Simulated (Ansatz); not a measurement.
Se, DFT, PBEsol, all-electron LAPW, scalar-relativistic (Ansatz 0.2.0), run on 1 thread of Intel(R) Xeon(R) 6975P-C (Granite Rapids) on a shared host.

The geometry is COD entry 9008579, unchecked; take it as a test cell. The listed cell was then made from it by scaling, straining or moving an atom.

Command: `ansatz run input.yaml --threads 1 --pin off --max-ram 4096MiB --backend cpu --events-out ev --progress --plain --runs-dir out`

```yaml
crystal:
  lattice:
    - [4.2662637173, 0.0, 0.0]
    - [-2.1331318586, 3.6946927584, 0.0]
    - [0.0, 0.0, 4.8484124658]
  atoms:
    - { symbol: Se, position: [0.217, 0.0, 0.1666666667] }
    - { symbol: Se, position: [0.0, 0.217, 0.8333333333] }
    - { symbol: Se, position: [0.783, 0.783, 0.5] }
kpoints:
  mp_grid: { grid: [8, 8, 6] }
  band_path:
    path:
      - [0.0, 0.0, 0.0]
      - [0.5, 0.0, 0.0]
      - [0.3333333333, 0.3333333333, 0.0]
      - [0.0, 0.0, 0.0]
      - [0.0, 0.0, 0.5]
      - [0.5, 0.0, 0.5]
      - [0.3333333333, 0.3333333333, 0.5]
      - [0.0, 0.0, 0.5]
      - [0.5, 0.0, 0.5]
    npoints: 5
scf:
  occupations: { method: fermi_dirac, width: 0.02 }
hamiltonian:
  xc: pbesol
  pseudopotentials: { kind: all_electron, lapw: { basis_error: 0.001 } }
output:
  forces: true
  stress: true
  eigenvalues: true
```

Question: How large is the problem that the program sets up?

Answer: 50 irreducible k-points, 1191 plane waves at Γ, 44 bands.

Question: Estimate the wall time and the peak memory.

Answer: 45 s of wall time for 8 SCF iterations, with a peak of 0.53 GiB. Times on shared machines scatter by tens of per cent.
